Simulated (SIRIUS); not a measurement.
# Hf (P6_3/mmc) in SIRIUS: convergence with k mesh

Aim: find how far k mesh must go before the results for Hf settle, at LDA. This setting moves, with any that are tied to it; all else stays.

All numbers are computed with SIRIUS 7.10.0; they aren't measurements. Logs are shortened: lines on timing, memory, paths and dates and some standing lists are left out, and cuts for length are marked. The log counts tension as positive stress, the text compression.

## Step 1: The crystal as given

It takes space group P6_3/mmc (No. 194, hexagonal). The conventional cell has a = 3.197 Å, b = 3.197 Å, c = 5.058 Å, α = 90.00°, β = 90.00°, γ = 120.00°. Hf (site symmetry -6m2) has 12 Hf at 3.13 to 3.20 Å as nearest neighbours.

## Step 2: With k mesh 2 × 2 × 1

File sirius.json:

```json
{
  "control": {
    "processing_unit": "cpu",
    "verbosity": 2,
    "num_bands_to_print": 20,
    "print_forces": true,
    "print_stress": true
  },
  "parameters": {
    "electronic_structure_method": "pseudopotential",
    "xc_functionals": ["XC_LDA_X", "XC_LDA_C_PW"],
    "gk_cutoff": 7.7,
    "pw_cutoff": 15.4,
    "ngridk": [2, 2, 1],
    "shiftk": [0, 0, 0],
    "smearing": "fermi_dirac",
    "smearing_width": 0.0018374661,
    "num_bands": 20,
    "num_mag_dims": 0,
    "num_dft_iter": 100,
    "energy_tol": 1e-08,
    "density_tol": 1e-06
  },
  "iterative_solver": {
    "type": "davidson",
    "min_tolerance": 1e-10
  },
  "mixer": {
    "type": "anderson",
    "beta": 0.7,
    "max_history": 8
  },
  "settings": {
    "tol_ne": 1e-10
  },
  "unit_cell": {
    "lattice_vectors": [
      [1.0, 0.0, 0.0],
      [-0.5, 0.866025403791, 0.0],
      [0.0, 0.0, 1.582194137705]
    ],
    "lattice_vectors_scale": 6.0408875026,
    "atom_coordinate_units": "lattice",
    "atom_types": ["Hf"],
    "atom_files": {
      "Hf": "Hf.json"
    },
    "atoms": {
      "Hf": [
        [0.6666666667, 0.3333333333, 0.75],
        [0.3333333333, 0.6666666667, 0.25]
      ]
    }
  }
}
```

Potentials or basis: PseudoDojo 0.4.1 LDA standard (scalar relativistic).

The run is started by

```
> upf_to_json Hf.upf
> OMP_NUM_THREADS=1 sirius.scf --input=sirius.json --output=out.json --task=0
```

It took 5.1 s on 1 thread of Arm Neoverse V1, shared host; peak memory 0.18 GiB.

What came out:

- Free energy: -3072.7414 eV
- Pressure: -13.0 GPa
- Band gap on the k mesh: none (metal or under the smearing width)

## Step 3: With k mesh 4 × 4 × 2

sirius.json: that of step 2 with these lines changed.

```diff
@@ -13,3 +13,3 @@
     "pw_cutoff": 15.4,
-    "ngridk": [2, 2, 1],
+    "ngridk": [4, 4, 2],
     "shiftk": [0, 0, 0],
@@ -37,7 +37,6 @@
     "lattice_vectors": [
-      [1.0, 0.0, 0.0],
-      [-0.5, 0.866025403791, 0.0],
-      [0.0, 0.0, 1.582194137705]
+      [6.040887502591, 0.0, 0.0],
+      [-3.020443751296, 5.23156203869, 0.0],
+      [0.0, 0.0, 9.557856793132]
     ],
-    "lattice_vectors_scale": 6.0408875026,
     "atom_coordinate_units": "lattice",
```

Potentials or basis: PseudoDojo 0.4.1 LDA standard (scalar relativistic).

The run is started by

```
> upf_to_json Hf.upf
> OMP_NUM_THREADS=1 sirius.scf --input=sirius.json --output=out.json --task=0
```

Run time: 12 s. Hardware: 1 thread of Arm Neoverse V1, shared host; peak memory 0.22 GiB.

Results:

- Free energy: -3071.8535 eV
- Pressure: -8.9 GPa
- Band gap on the k mesh: none (metal or under the smearing width)

## Step 4: With k mesh 6 × 6 × 3

sirius.json: that of step 3 with these lines changed.

```diff
@@ -13,3 +13,3 @@
     "pw_cutoff": 15.4,
-    "ngridk": [4, 4, 2],
+    "ngridk": [6, 6, 3],
     "shiftk": [0, 0, 0],
```

The run is started by

```
> upf_to_json Hf.upf
> OMP_NUM_THREADS=1 sirius.scf --input=sirius.json --output=out.json --task=0
```

Wall time 18 s (1 thread of Arm Neoverse V1, shared host); peak memory 0.25 GiB.

Results:

```yaml
Free_energy: -3071.8622 eV
Pressure: -8.0 GPa
Band_gap_on_the_k_mesh: none (metal or under the smearing width)
```

## Step 5: With k mesh 7 × 7 × 4

sirius.json: that of step 4 with these lines changed.

```diff
@@ -13,3 +13,3 @@
     "pw_cutoff": 15.4,
-    "ngridk": [6, 6, 3],
+    "ngridk": [7, 7, 4],
     "shiftk": [0, 0, 0],
@@ -37,6 +37,7 @@
     "lattice_vectors": [
-      [6.040887502591, 0.0, 0.0],
-      [-3.020443751296, 5.23156203869, 0.0],
-      [0.0, 0.0, 9.557856793132]
+      [1.0, 0.0, 0.0],
+      [-0.5, 0.866025403791, 0.0],
+      [0.0, 0.0, 1.582194137705]
     ],
+    "lattice_vectors_scale": 6.0408875026,
     "atom_coordinate_units": "lattice",
```

The run is started by

```
> upf_to_json Hf.upf
> OMP_NUM_THREADS=1 sirius.scf --input=sirius.json --output=out.json --task=0
```

Wall time 29 s (1 thread of Arm Neoverse V1, shared host); peak memory 0.3 GiB.

Results (log left out):

| Property | Result |
| --- | --- |
| Free energy | -3071.9114 eV |
| Pressure | -8.5 GPa |
| Band gap on the k mesh | none (metal or under the smearing width) |

## Step 6: With k mesh 8 × 8 × 4

sirius.json: that of step 5 with these lines changed.

```diff
@@ -13,3 +13,3 @@
     "pw_cutoff": 15.4,
-    "ngridk": [7, 7, 4],
+    "ngridk": [8, 8, 4],
     "shiftk": [0, 0, 0],
@@ -37,7 +37,6 @@
     "lattice_vectors": [
-      [1.0, 0.0, 0.0],
-      [-0.5, 0.866025403791, 0.0],
-      [0.0, 0.0, 1.582194137705]
+      [6.040887502591, 0.0, 0.0],
+      [-3.020443751296, 5.23156203869, 0.0],
+      [0.0, 0.0, 9.557856793132]
     ],
-    "lattice_vectors_scale": 6.0408875026,
     "atom_coordinate_units": "lattice",
```

Potentials or basis: PseudoDojo 0.4.1 LDA standard (scalar relativistic).

The run is started by

```
> upf_to_json Hf.upf
> OMP_NUM_THREADS=1 sirius.scf --input=sirius.json --output=out.json --task=0
```

It took 38 s on 1 thread of Arm Neoverse V1, shared host; peak memory 0.33 GiB.

It converged, with:

```
Free energy            : -3071.9279 eV
Pressure               : -8.9 GPa
Band gap on the k mesh : none (metal or under the smearing width)
```

## Step 7: With k mesh 10 × 10 × 5

sirius.json: that of step 6 with these lines changed.

```diff
@@ -13,3 +13,3 @@
     "pw_cutoff": 15.4,
-    "ngridk": [8, 8, 4],
+    "ngridk": [10, 10, 5],
     "shiftk": [0, 0, 0],
```

The run is started by

```
> upf_to_json Hf.upf
> OMP_NUM_THREADS=1 sirius.scf --input=sirius.json --output=out.json --task=0
```

It took 52 s on 1 thread of Arm Neoverse V1, shared host; peak memory 0.39 GiB.

It converged, with:

```
Free energy            : -3071.9144 eV
Pressure               : -8.9 GPa
Band gap on the k mesh : none (metal or under the smearing width)
```

## Step 8: With k mesh 12 × 12 × 6

sirius.json: that of step 7 with these lines changed.

```diff
@@ -13,3 +13,3 @@
     "pw_cutoff": 15.4,
-    "ngridk": [10, 10, 5],
+    "ngridk": [12, 12, 6],
     "shiftk": [0, 0, 0],
@@ -37,6 +37,7 @@
     "lattice_vectors": [
-      [6.040887502591, 0.0, 0.0],
-      [-3.020443751296, 5.23156203869, 0.0],
-      [0.0, 0.0, 9.557856793132]
+      [1.0, 0.0, 0.0],
+      [-0.5, 0.866025403791, 0.0],
+      [0.0, 0.0, 1.582194137705]
     ],
+    "lattice_vectors_scale": 6.0408875026,
     "atom_coordinate_units": "lattice",
```

The run is started by

```
> upf_to_json Hf.upf
> OMP_NUM_THREADS=1 sirius.scf --input=sirius.json --output=out.json --task=0
```

Wall time 88 s (1 thread of Arm Neoverse V1, shared host); peak memory 0.56 GiB.

It converged, with:

- Free energy: -3071.9132 eV
- Pressure: -8.7 GPa
- Band gap on the k mesh: none (metal or under the smearing width)

## Step 9: With k mesh 15 × 15 × 8

sirius.json: that of step 8 with these lines changed.

```diff
@@ -13,3 +13,3 @@
     "pw_cutoff": 15.4,
-    "ngridk": [12, 12, 6],
+    "ngridk": [15, 15, 8],
     "shiftk": [0, 0, 0],
```

Potentials or basis: PseudoDojo 0.4.1 LDA standard (scalar relativistic).

The run is started by

```
> upf_to_json Hf.upf
> OMP_NUM_THREADS=1 sirius.scf --input=sirius.json --output=out.json --task=0
```

The log of the run:

```text
[info] SIRIUS version : 7.10.0
[info] number of MPI ranks           : 1
[info] MPI grid                      : 1 1
[info] maximum number of OMP threads : 1
[fft] FFT context for density and potential
[fft] =====================================
[fft]   comm size                             : 1
[fft]   plane wave cutoff                     : 15.4
[fft]   grid size                             : 32 32 50   total : 51200
[fft]   grid limits                           : -15 16   -15 16   -24 25
[fft]   number of G-vectors within the cutoff : 9345
[fft]   local number of G-vectors             : 9345
[fft]   number of G-shells                    : 1005
[fft] FFT context for coarse grid
[fft] =====================================
[fft]   comm size                             : 1
[fft]   plane wave cutoff                     : 15.4
[fft]   grid size                             : 32 32 50   total : 51200
[fft]   grid limits                           : -15 16   -15 16   -24 25
[fft]   number of G-vectors within the cutoff : 9345
[fft]   local number of G-vectors             : 9345
[fft]   number of G-shells                    : 1005
[unit cell] lattice vectors
[unit cell]   a1 :       6.0408875026      0.0000000000      0.0000000000
[unit cell]   a2 :      -3.0204437513      5.2315620387      0.0000000000
[unit cell]   a3 :       0.0000000000      0.0000000000      9.5578567931
[unit cell] reciprocal lattice vectors
[unit cell]   b1 :       1.0401096369      0.6005075789     -0.0000000000
[unit cell]   b2 :       0.0000000000      1.2010151577      0.0000000000
[unit cell]   b3 :       0.0000000000     -0.0000000000      0.6573843324
[unit cell] unit cell volume :       302.05960282 [a.u.^3]
[unit cell] 1/sqrt(omega)    :         0.05753786
[unit cell] MT volume        :         0.00000000 ( 0.00%)
[unit cell] IT volume        :       302.05960282 (100.00%)
[unit cell] number of atom types : 1
[unit cell] type id : 0 symbol : Hf mt_radius :  16.170000 num_atoms : 2
[unit cell] total number of atoms : 2
[unit cell] number of symmetry classes : 1
[unit cell] number of PAW atoms : 0
[unit cell] atom id  type id  class id             position                      vector_field
[unit cell] ------------------------------------------------------------------------------------------
[unit cell]      0        0        0      0.66667   0.33333   0.75000      0.00000   0.00000   0.00000
[unit cell]      1        0        0      0.33333   0.66667   0.25000      0.00000   0.00000   0.00000
[unit cell] atom id         position (Cartesian, a.u.)
[unit cell] ---------------------------------------------
[unit cell]      0       3.020444    1.743854    7.168393
[unit cell]      1      -0.000000    3.487708    2.389464
[unit cell] class id : 0 atom id : 0 1
[unit cell] minimum bond length:     5.916271
[unit cell] total number of pseudo wave-functions: 20
[sym] space group number   : 194
[sym] international symbol : P6_3/mmc
[sym] Hall symbol          : -P 6c 2c
[sym] space group transformation matrix :
[sym]   1.0000  0.0000  0.0000
[sym]   0.0000  1.0000  0.0000
[sym]   0.0000  0.0000  1.0000
[sym] space group origin shift :
[... 322 lines left out ...]
[diagonalize] ...
[diagonalize] ik:  130   -1.748300   -1.748300   -0.610026   -0.610026   -0.597386   -0.597386   -0.589425   -0.589425    0.425032    0.425032    0.496896    0.496896    0.520440    0.520440    0.611101    0.611101    0.726063    0.726063    0.787708    0.787708
[diagonalize] ik:  131   -1.748253   -1.748253   -0.610341   -0.610341   -0.597873   -0.597873   -0.589385   -0.589385    0.427325    0.427325    0.497570    0.497570    0.518727    0.518727    0.617428    0.617428    0.722124    0.722124    0.800738    0.800738
[diagonalize] ik:  132   -1.748294   -1.748294   -0.609347   -0.609347   -0.598322   -0.598322   -0.589307   -0.589307    0.432357    0.432357    0.492815    0.492815    0.518030    0.518030    0.605044    0.605044    0.726155    0.726155    0.791615    0.791615
[diagonalize] ik:  133   -1.748218   -1.748218   -0.609246   -0.609246   -0.599807   -0.599807   -0.589182   -0.589182    0.443142    0.443142    0.486029    0.486029    0.516730    0.516730    0.612448    0.612448    0.715413    0.715413    0.818122    0.818122
[diagonalize] ik:  134   -1.748190   -1.748190   -0.608715   -0.608715   -0.600920   -0.600920   -0.589097   -0.589097    0.458001    0.458001    0.471388    0.471388    0.518116    0.518116    0.614345    0.614345    0.707763    0.707763    0.838156    0.852639
[find] Charges and magnetic moments
[find] --------------------------------------------------------------------------------
[find] total charge          : 24.000000
[find] Energy
[find] --------------------------------------------------------------------------------
[find] valence_eval_sum               :     -10.61043446
[find] <rho|V^{XC}>                   :     -18.24668203
[find] <rho|E^{XC}>                   :     -28.23945096
[find] <mag|B^{XC}>                   :       0.00000000
[find] <rho|V^{H}>                    :      28.40479762
[find] one-electron contribution      :     -20.76855005 (Ha),     -41.53710011 (Ry)
[find] hartree contribution           :      14.20239881
[find] xc contribution                :     -28.23945096
[find] ewald contribution             :     -78.08468321
[find] PAW contribution               :       0.00000000
[find] smearing (-TS)                 :      -0.00048799
[find] SCF correction                 :       0.00000286
[find] Total energy                   :    -112.89028255 (Ha),    -225.78056510 (Ry)
[find] Free energy (E-TS)             :    -112.89077054 (Ha),    -225.78154109 (Ry)
[find] band gap (eV)                  :       0.00000000
[find] Efermi                         :       0.52407269
[find] iteration : 17, RMS : 3.233281664493e-08, energy difference : -1.573141616973e-10
[find] Hartree energy of density residual : 2.109322746923e-12
[find] bands are converged : true
[find] iterative solver converged : true
[find] converged after 18 SCF iterations!
[find] Charges and magnetic moments
[find] --------------------------------------------------------------------------------
[find] total charge          : 24.000000
[find] Energy
[find] --------------------------------------------------------------------------------
[find] valence_eval_sum               :     -10.61043446
[find] <rho|V^{XC}>                   :     -18.24668203
[find] <rho|E^{XC}>                   :     -28.23945096
[find] <mag|B^{XC}>                   :       0.00000000
[find] <rho|V^{H}>                    :      28.40479762
[find] one-electron contribution      :     -20.76855005 (Ha),     -41.53710011 (Ry)
[find] hartree contribution           :      14.20239881
[find] xc contribution                :     -28.23945096
[find] ewald contribution             :     -78.08468321
[find] PAW contribution               :       0.00000000
[find] smearing (-TS)                 :      -0.00048799
[find] SCF correction                 :       0.00000286
[find] Total energy                   :    -112.89028255 (Ha),    -225.78056510 (Ry)
[find] Free energy (E-TS)             :    -112.89077054 (Ha),    -225.78154109 (Ry)
[find] band gap (eV)                  :       0.00000000
[find] Efermi                         :       0.52407269
[ground_state] === stress tensor components [kbar] ===
[ground_state] === stress_kin ===
[ground_state] -18819.290630   -0.000000    0.000000
[ground_state]    -0.000000-18819.290629    0.000000
[ground_state]     0.000000    0.000000-18708.105235
[ground_state] === stress_har ===
[ground_state] -4465.599859   -0.000000    0.000000
[ground_state]    -0.000000-4465.599858    0.000000
[ground_state]     0.000000    0.000000-4902.127896
[ground_state] === stress_ewald ===
[ground_state] 25687.531800    0.000000   -0.000000
[ground_state]     0.00000025687.531800   -0.000000
[ground_state]    -0.000000   -0.00000024680.468899
[ground_state] === stress_vloc ===
[ground_state]   881.634989    0.000000    0.000000
[ground_state]     0.000000  881.634989    0.000000
[ground_state]     0.000000    0.000000 2206.207611
[ground_state] === stress_xc ===
[ground_state] -9733.091445   -0.000000    0.000000
[ground_state]    -0.000000-9733.091445    0.000000
[ground_state]     0.000000    0.000000-9733.091445
[ground_state] === stress_core ===
[ground_state] 15482.013001    0.000000    0.000000
[ground_state]     0.00000015482.013001    0.000000
[ground_state]     0.000000    0.00000015476.690130
[ground_state] === stress_nonloc ===
[ground_state] -8947.621564   -0.000000    0.000000
[ground_state]    -0.000000-8947.621564   -0.000000
[ground_state]     0.000000   -0.000000-8930.165464
[ground_state] === stress_us_nl ===
[ground_state] -8947.621564   -0.000000    0.000000
[ground_state]    -0.000000-8947.621564   -0.000000
[ground_state]     0.000000   -0.000000-8930.165464
[ground_state] === stress_total ===
[ground_state]    85.576293    0.000000    0.000000
[ground_state]     0.000000   85.576293    0.000000
[ground_state]     0.000000    0.000000   89.876600
[ground_state] ==== total Forces in Ha/bohr =====
[ground_state] atom:    0, force:      -0.0000000     -0.0000000      0.0000000
[ground_state] atom:    1, force:       0.0000000      0.0000000     -0.0000000
[ground_state] ==== ultrasoft contribution from Qij =====
[ground_state] atom:    0, force:       0.0000000      0.0000000      0.0000000
[ground_state] atom:    1, force:       0.0000000      0.0000000      0.0000000
[ground_state] ==== non-local contribution from Beta-projector =====
[ground_state] atom:    0, force:      -0.0000000     -0.0000000      0.0000000
[ground_state] atom:    1, force:       0.0000000      0.0000000     -0.0000000
[ground_state] ==== contribution from local potential =====
[ground_state] atom:    0, force:       0.0000000     -0.0000000      0.0000000
[ground_state] atom:    1, force:       0.0000000      0.0000000      0.0000000
[ground_state] ==== contribution from core density =====
[ground_state] atom:    0, force:       0.0000000     -0.0000000      0.0000000
[ground_state] atom:    1, force:      -0.0000000      0.0000000      0.0000000
[ground_state] ==== Ewald forces from ions =====
[ground_state] atom:    0, force:       0.0000000      0.0000000      0.0000000
[ground_state] atom:    1, force:      -0.0000000     -0.0000000      0.0000000
[~DFT_ground_state] local op. applied: 96722
[~DFT_ground_state] evp. work count: 18143.1
[~DFT_ground_state] number of iterative solver steps: 4968
```

Run time: 2.7 min. Hardware: 1 thread of Arm Neoverse V1, shared host; peak memory 0.84 GiB.

Results:

| Item | Value |
| --- | --- |
| Free energy | -3071.9144 eV |
| Pressure | -8.7 GPa |
| Band gap on the k mesh | none (metal or under the smearing width) |

## Step 10: Result

| k mesh | energy less the tightest run, at zero smearing (meV/atom) | pressure (GPa) | SCF cycles | CPU time (s) | peak memory (GiB) |
| --- | --- | --- | --- | --- | --- |
| 2 × 2 × 1 | -394.56 | -13.00 | 19 | 5.1 | 0.18 |
| 4 × 4 × 2 | 33.16 | -8.91 | 19 | 12 | 0.22 |
| 6 × 6 × 3 | 29.22 | -8.03 | 17 | 18 | 0.25 |
| 7 × 7 × 4 | 1.64 | -8.46 | 17 | 29 | 0.3 |
| 8 × 8 × 4 | -7.55 | -8.93 | 18 | 38 | 0.33 |
| 10 × 10 × 5 | -0.67 | -8.86 | 18 | 52 | 0.39 |
| 12 × 12 × 6 | 0.82 | -8.69 | 17 | 88 | 0.56 |
| 15 × 15 × 8 | 0.00 | -8.70 | 18 | 160 | 0.84 |

Against the tightest run, the energy stays within 1 meV/atom from 10 × 10 × 5 on; the pressure stays within 0.1 GPa from 12 × 12 × 6 on. Meshes of other sizes hit other points, so gaps and Fermi surfaces needn't settle smoothly. The tightest run that finished is the yardstick and may itself not be fully converged.
